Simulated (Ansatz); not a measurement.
The system is MoS2, a slab with vacuum.

```xyz
6
Lattice="3.1845 0.0000 0.0000 -1.5923 2.7579 0.0000 0.0000 0.0000 21.6705" Properties=species:S:1:pos:R:3 pbc="T T T"
Mo    0.0000    1.8386   18.4451
Mo    1.5923    0.9193    3.2254
S     1.5923    0.9193   16.8949
S     0.0000    1.8386    1.6741
S     1.5923    0.9193   19.9965
S     0.0000    1.8386    4.7756
```

Below is the output of Ansatz 0.2.0 for this cell. Logs are shortened: lines on timing, memory, paths and dates and some standing lists are left out, and cuts for length are marked.

```text
Warning: RAYON_NUM_THREADS=4 ignored (pool sized by the plan → 4); use --threads N
LAPW: plane waves up to 7.961 Å⁻¹, error target 2.0e-3 eV per atom; small_component_spin mean_spin; S in spheres of 1.062 Å, 14 of its electrons in bands, Dirac shells []; Mo in spheres of 1.343 Å, 30 of its electrons in bands, Dirac shells [] (how accurate: hamiltonian.pseudopotentials.lapw.basis_error, Limitations)
Engine: ansatz 0.2.0, x86_64-unknown-linux-gnu
Pseudopotentials: kind: all_electron
Pseudopotential: Mo, LAPW, valence charge 30, lapw/all_electron/scalar/gaussian/Mo, Koelling and Harmon's equation, gaussian nucleus
Pseudopotential: S, LAPW, valence charge 14, lapw/all_electron/scalar/gaussian/S, Koelling and Harmon's equation, gaussian nucleus
Functional definition: PBEsol
  exchange = pbesol_x
  correlation = pbesol_c
[... 51 lines left out ...]
  atom   6  S      0.00000000     0.00000000    -0.13266452
  max |Σ_I F_I| component: 2.08e-17 eV/Å
--- Stress (GPa, compression-positive) ---
       -2.346343       0.000000       0.000000
        0.000000      -2.346343       0.000000
        0.000000       0.000000      -0.769250
  P = ⅓ Tr σ = -1.8206 GPa (-18.206 kbar)
--- Band table (eV; the first three rows and the last of 28) ---
  k-point 0: bands = ["-371.5707", "-371.5707", "-371.5513", "-371.5513", "-371.5513", "-371.5513", "-213.7338", "-213.7338", "-213.7338", "-213.7338", "-213.7208", "-213.7208", "-213.7120", "-213.7120", "-213.7120", "-213.7120", "-200.9987", "-200.9987", "-200.9853", "-200.9853", "-146.0741", "-146.0741", "-146.0741", "-146.0741", "-146.0613", "-146.0613", "-146.0613", "-146.0613", "-146.0213", "-146.0213", "-146.0056", "-146.0056", "-56.9211", "-56.9211", "-31.0925", "-31.0924", "-30.8808", "-30.8808", "-30.8808", "-30.8808", "-10.3033", "-10.2318", "-8.9670", "-8.8450", "-2.0075", "-1.6629", "1.1603", "1.1603", "1.1633", "1.1633", "1.6908", "2.2854", "2.2854", "2.2962", "2.2962", "2.5098", "3.7198", "4.2194", "6.5992", "6.5992", "6.6066", "6.6066", "6.8765", "6.8765", "6.9204", "6.9204", "9.3159", "9.6205", "9.9060", "10.0792"]
  k-point 1: bands = ["-371.5707", "-371.5707", "-371.5513", "-371.5513", "-371.5513", "-371.5513", "-213.7338", "-213.7338", "-213.7338", "-213.7338", "-213.7208", "-213.7208", "-213.7120", "-213.7120", "-213.7120", "-213.7120", "-200.9987", "-200.9987", "-200.9853", "-200.9853", "-146.0741", "-146.0741", "-146.0741", "-146.0741", "-146.0613", "-146.0613", "-146.0613", "-146.0613", "-146.0213", "-146.0213", "-146.0056", "-146.0056", "-56.9211", "-56.9211", "-31.0925", "-31.0924", "-30.8808", "-30.8808", "-30.8808", "-30.8808", "-10.3033", "-10.2318", "-8.9670", "-8.8450", "-2.0075", "-1.6629", "1.1603", "1.1603", "1.1633", "1.1633", "1.6908", "2.2853", "2.2853", "2.2962", "2.2962", "2.5098", "3.7198", "4.2193", "6.5992", "6.5992", "6.6066", "6.6066", "6.8764", "6.8764", "6.9204", "6.9204", "9.3327", "9.5708", "9.9759", "10.0442"]
  k-point 2: bands = ["-371.5707", "-371.5707", "-371.5513", "-371.5513", "-371.5513", "-371.5513", "-213.7338", "-213.7338", "-213.7338", "-213.7338", "-213.7208", "-213.7208", "-213.7120", "-213.7120", "-213.7120", "-213.7120", "-200.9987", "-200.9987", "-200.9853", "-200.9853", "-146.0741", "-146.0741", "-146.0741", "-146.0741", "-146.0613", "-146.0613", "-146.0613", "-146.0613", "-146.0213", "-146.0213", "-146.0056", "-146.0056", "-56.9175", "-56.9175", "-31.0852", "-31.0852", "-30.9177", "-30.9177", "-30.8892", "-30.8891", "-10.1549", "-10.0841", "-8.9050", "-8.7886", "-1.8422", "-1.4997", "0.8391", "0.8454", "1.2236", "1.3142", "1.3191", "1.6023", "2.0555", "2.0681", "2.5604", "2.9359", "3.6713", "4.0481", "6.4179", "6.4445", "6.5021", "6.6094", "6.7004", "6.7554", "6.8531", "6.8721", "9.5517", "9.8994", "10.5448", "10.6802"]
  k-point 27: bands = ["-371.5707", "-371.5707", "-371.5513", "-371.5513", "-371.5513", "-371.5513", "-213.7338", "-213.7338", "-213.7338", "-213.7338", "-213.7208", "-213.7208", "-213.7120", "-213.7120", "-213.7120", "-213.7120", "-200.9987", "-200.9987", "-200.9853", "-200.9853", "-146.0741", "-146.0741", "-146.0741", "-146.0741", "-146.0613", "-146.0613", "-146.0613", "-146.0613", "-146.0213", "-146.0213", "-146.0056", "-146.0056", "-56.8792", "-56.8792", "-31.1806", "-31.1806", "-31.0966", "-31.0966", "-31.0080", "-31.0080", "-8.1632", "-8.1493", "-8.0450", "-8.0323", "-1.5647", "-1.5215", "-1.0583", "-1.0088", "-0.0313", "-0.0043", "0.2863", "0.3797", "0.8061", "0.9452", "1.7986", "1.9076", "3.6572", "3.7053", "5.5983", "5.6202", "6.7647", "7.1087", "7.2129", "7.3106", "8.5784", "8.7215", "10.7549", "11.1049", "11.5679", "11.8860"]
```

**Question.** What input gives this log?

**Answer.** Band structure with PBEsol, no spin polarisation. The files as run (others can give the same):

input.yaml
```yaml
crystal:
  lattice:
    - [3.184541456, 0.0, 0.0]
    - [-1.592270728, 2.7578938003, 0.0]
    - [0.0, 0.0, 21.67053472]
  atoms:
    - { symbol: Mo, position: [0.3333333333, 0.6666666667, 0.85116023] }
    - { symbol: Mo, position: [0.6666666667, 0.3333333333, 0.14883977] }
    - { symbol: S, position: [0.6666666667, 0.3333333333, 0.77962539] }
    - { symbol: S, position: [0.3333333333, 0.6666666667, 0.077251] }
    - { symbol: S, position: [0.6666666667, 0.3333333333, 0.922749] }
    - { symbol: S, position: [0.3333333333, 0.6666666667, 0.22037461] }
kpoints:
  mp_grid: { grid: [10, 10, 2] }
  band_path:
    path:
      - [0.0, 0.0, 0.0]
      - [0.5, 0.0, 0.0]
      - [0.3333333333, 0.3333333333, 0.0]
      - [0.0, 0.0, 0.0]
      - [0.0, 0.0, 0.5]
      - [0.5, 0.0, 0.5]
      - [0.3333333333, 0.3333333333, 0.5]
      - [0.0, 0.0, 0.5]
    npoints: 12
scf:
  occupations: { method: fermi_dirac, width: 0.05 }
hamiltonian:
  xc: pbesol
  pseudopotentials: { kind: all_electron, lapw: { basis_error: 0.002 } }
output:
  forces: true
  stress: true
  eigenvalues: true
```

Potentials or basis: all-electron LAPW, scalar-relativistic.
Run with:
```bash
$ ansatz run input.yaml --threads 4 --pin off --max-ram 12288MiB --backend cpu --events-out ev --progress --plain --runs-dir out
```
